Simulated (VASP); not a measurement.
Set up this calculation in VASP 6.6.1, as the native input.

| Quantity | Value |
| --- | --- |
| Task | relaxation of cell and atoms |
| Functional | PBEsol |
| Potentials or basis | VASP PAW PBE potentials, release 64 (Al, In_d, As) |
| Cutoff | 600 eV |
| k mesh | 6 × 6 × 6 |
| Occupations | gaussian, width 0.03 eV |
| Spin | no spin polarisation |
| Further INCAR settings | ALGO = Normal; EDIFF = 1e-07; IBRION = 2; EDIFFG = -0.005; NSW = 90; ISIF = 3 |

The structure of AlIn3As4 lies in POSCAR:

```
AlIn3As4                                
1.0
   -5.9844063227      0.0002174251      5.9861325039
   -5.9841888977     -5.9841888977      0.0000000000
    0.0002174251     -5.9844063227      5.9861325039
  Al              In              As            
     2     6     8
Direct
     0.0002936624154718    0.4997063375845283    0.0002936624154718
     0.0002936624154718    0.9997063375845282    0.0002936624154718
     0.0014652231448962    0.4998782877517255    0.4987782013516525
     0.0014652231448962    0.9998782877517256    0.4987782013516525
     0.4987782013516525    0.4998782877517255    0.0014652231448962
     0.4987782013516525    0.9998782877517256    0.0014652231448962
     0.4991619042385179    0.5008380957614823    0.4991619042385179
     0.4991619042385179    0.0008380957614822    0.4991619042385179
     0.1149958168444763    0.1350041831555237    0.1149958168444763
     0.1149958168444763    0.6350041831555238    0.1149958168444763
     0.1198115017744453    0.1198462972365553    0.6404959037524441
     0.1198115017744453    0.6198462972365552    0.6404959037524441
     0.6404959037524441    0.1198462972365553    0.1198115017744453
     0.6404959037524441    0.6198462972365552    0.1198115017744453
     0.6249977864780958    0.1250022135219042    0.6249977864780958
     0.6249977864780958    0.6250022135219042    0.6249977864780958
```

The cell was built by a generator and needn't be a form met in nature.

One way to write it, as run:

INCAR

```
SYSTEM = AlIn3As4
PREC = Accurate ; ENCUT = 600
EDIFF = 1E-7 ; ISMEAR = 0
SIGMA = 0.03 ; LREAL = .False.
LASPH = .True. ; NELM = 80
ALGO = Normal ; ISIF = 3
LWAVE = .False. ; LCHARG = .False.
GGA = PS ; IBRION = 2
NSW = 90 ; EDIFFG = -0.005
KPAR = 4
```

KPOINTS

```
regular mesh
0
Gamma
  6 6 6
  0 0 0
```

Potentials or basis: VASP PAW PBE potentials, release 64 (Al, In_d, As).

Run with:

```console
$ cat potpaw_PBE.64/Al/POTCAR potpaw_PBE.64/In_d/POTCAR potpaw_PBE.64/As/POTCAR > POTCAR
$ mpirun -np 4 vasp_std > vasp.out
```

It gave:

| Quantity | Value |
| --- | --- |
| Pressure after relaxing | 0.0 GPa |
| Largest force after relaxing | 0.004 eV/Å |
| Band gap on the k mesh | 0.06 eV |

Caveat: the relaxation stopped at its first step, so nothing moved; the PAW data sets were made with another functional, which shifts forces and pressure a little; spin-orbit coupling is left out, which moves the levels of the heavy elements.

Wall time 9.8 min on 4 MPI ranks on Intel(R) Xeon(R) 6975P-C (Granite Rapids) (shared host), peak memory 1.6 GiB a rank.
